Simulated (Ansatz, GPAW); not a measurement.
Given: the input of a run of Ansatz 0.2.0 on Zr (Zirconium). 

File input.yaml:

```yaml
crystal:
  lattice:
    - [3.232, 0.0, 0.0]
    - [-1.616, 2.798994105, 0.0]
    - [0.0, 0.0, 5.147]
  atoms:
    - { symbol: Zr, position: [0.6666666667, 0.3333333333, 0.75] }
    - { symbol: Zr, position: [0.3333333333, 0.6666666667, 0.25] }
kpoints:
  mp_grid: { grid: [9, 9, 5] }
scf:
  occupations: { method: gaussian, width: 0.021 }
hamiltonian:
  xc: pbe
  pseudopotentials: { kind: all_electron, lapw: { basis_error: 0.001 } }
output:
  forces: true
  stress: true
  eigenvalues: true
```

Potentials or basis: all-electron LAPW, scalar-relativistic.

Command:

```sh
$ ansatz run input.yaml --threads 1 --pin off --max-ram 3072MiB --backend cpu --events-out ev --progress --plain --runs-dir out
```

Task: Set up the same calculation for GPAW 26.7.0 (ASE script). Potentials or basis there: GPAW PAW data sets (gpaw-data 1.2.1), cutoff 600 eV.

Result: As run (cutoffs and basis follow the program's own potentials, and thresholds, step limits or extra output files can differ):

The input run.py:

```python
from ase.dft.bandgap import bandgap
from ase.io import read, write
from ase.units import GPa
from gpaw import GPAW, PW

atoms = read('Zr.xyz')

calc = GPAW(mode=PW(600),
            xc='PBE',
            kpts={'size': (9, 9, 5), 'gamma': True},
            occupations={'name': 'methfessel-paxton', 'order': 0, 'width': 0.020999999999999998},
            nbands=24,
            convergence={'density': 1e-05, 'energy': 1e-05},
            maxiter=150,
            txt='gpaw.txt')
atoms.calc = calc
energy = atoms.get_potential_energy()
forces = atoms.get_forces()
stress = atoms.get_stress()
calc.write('gs.gpw')
write('result.traj', atoms)
print(f'Energy: {energy:.6f} eV')
print('Forces (eV/A):')
print(forces.round(4))
print('Stress (GPa):', (stress / GPa).round(3))
print('Fermi level:', round(calc.get_fermi_level(), 4), 'eV')
print(f'Gap: {bandgap(calc)[0]:.4f} eV, direct: {bandgap(calc, direct=True)[0]:.4f} eV')
```

The input Zr.xyz:

```xyz
2
Lattice="3.2320000000 0.0000000000 0.0000000000 -1.6160000000 2.7989941050 0.0000000000 0.0000000000 0.0000000000 5.1470000000" Properties=species:S:1:pos:R:3 pbc="T T T"
Zr     1.6160000002      0.9329980349      3.8602500000
Zr    -0.0000000002      1.8659960701      1.2867500000
```

Potentials or basis: GPAW PAW data sets (gpaw-data 1.2.1), pw.

The run is started by

```console
$ OMP_NUM_THREADS=1 python run.py
```

Both were run:

|  | Ansatz | GPAW |
| --- | --- | --- |
| Pressure | 0.6 GPa | 0.2 GPa |

Where Ansatz's input types no cutoff or centring, it takes its own default and a Γ-centred mesh.

Pressure is positive in compression.
